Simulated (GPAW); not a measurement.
Write an ASE script for GPAW 26.7.0 that does the following.

- Task: equation of state
- Functional: PBEsol
- Potentials or basis: PAW data sets generated in the run's folder for this functional
- Cutoff: 800 eV
- Basis: pw
- k mesh: 8 × 8 × 8
- Occupations: fermi-dirac, width 0.05 eV
- Spin: collinear spin, ferromagnetic start
- Starting moments: [1.0, 0.0] μB
- Maxiter: 150
- Eos scales: [0.94, 0.96, 0.98, 1.0, 1.02, 1.04, 1.06]

NiO:

```
CELL_PARAMETERS angstrom
0.00000 2.08590 2.08590
2.08590 0.00000 2.08590
2.08590 2.08590 0.00000
ATOMIC_POSITIONS crystal
Ni 0.00000 0.00000 0.00000
O 0.50000 0.50000 0.50000
```

The input as run:

run.py

```python
from ase.eos import EquationOfState
from ase.io import Trajectory
from ase.spacegroup import crystal
from ase.units import GPa
from gpaw import GPAW, PW, setup_paths

setup_paths.insert(0, '.')

# Ni 4a
# O 4b
atoms = crystal(['Ni', 'O'],
                basis=[[0.0, 0.0, 0.0],
                       [0.5, 0.0, 0.0]],
                spacegroup=225, setting=1,  # Fm-3m
                cellpar=[4.17180328, 4.17180328, 4.17180328, 90.0, 90.0, 90.0],
                primitive_cell=True)
atoms.set_initial_magnetic_moments([1.0, 0.0])

traj = Trajectory('eos.traj', 'w')
volumes, energies = [], []
for x in [0.94, 0.96, 0.98, 1.0, 1.02, 1.04, 1.06]:
    a = atoms.copy()
    a.set_cell(atoms.cell * x**(1 / 3), scale_atoms=True)
    calc = GPAW(mode=PW(800),
                xc='PBEsol',
                kpts={'size': (8, 8, 8), 'gamma': True},
                occupations={'name': 'fermi-dirac', 'width': 0.05},
                nbands=22,
                convergence={'density': 1e-05, 'energy': 1e-05},
                maxiter=150,
                txt=f'eos-{x:.2f}.txt')
    a.calc = calc
    energies.append(a.get_potential_energy(force_consistent=True))
    volumes.append(a.get_volume())
    p = -a.get_stress()[:3].mean() / GPa
    calc.write(f'eos-{x:.2f}.gpw')
    traj.write(a)
    print(f'{x:.2f} {volumes[-1]:10.4f} A^3 {energies[-1]:14.6f} eV {p:9.3f} GPa', flush=True)

v0, e0, B = EquationOfState(volumes, energies, eos='birchmurnaghan').fit()
print(f'V0 = {v0:.4f} A^3, E0 = {e0:.6f} eV, B0 = {B / GPa:.2f} GPa')
```

Potentials or basis: PAW data sets generated in the run's folder for this functional, pw.

Command:

```console
$ gpaw-setup -f PBEsol Ni O
$ OMP_NUM_THREADS=1 python run.py
```

Results of the run:

```
Equilibrium volume : 8.83 Å³/atom (rough: see the caveat)
Bulk modulus       : 216 GPa (rough)
```

Caveat: the fit is doubtful: noisy points or a state that changes with volume.

Run time: 2.4 min on 1 thread of Intel(R) Xeon(R) 6975P-C (Granite Rapids) (shared host), peak memory 0.31 GiB.
